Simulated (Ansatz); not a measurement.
Relativity in MgS

```
Mg S
1.0
     0.00000    2.60165    2.60165
     2.60165    0.00000    2.60165
     2.60165    2.60165    0.00000
Mg S
1 1
Direct
  0.00000 0.00000 0.00000
  0.50000 0.50000 0.50000
```

Atoms are numbered in the order listed.

The cell is COD entry 9008672, as deposited and not checked against the literature; nothing was relaxed.

One fixed cell is solved with PBE by all-electron LAPW in Ansatz 0.2.0 under different relativistic treatments. Pressure is positive in compression.

The runs use a Γ-centred 10×10×10 k mesh, Fermi–Dirac smearing of 0.03 eV, basis error target 0.25 meV/atom, no spin polarisation.

```tsv
setting	P (GPa)	gap over the k mesh and a high-symmetry path (eV)	lowest level at Γ above −25 eV, from the valence-band top or, without a gap, the Fermi level (eV)
scalar-relativistic	1.15	2.79	-12.66
non-relativistic	1.21	2.83	-12.57
```
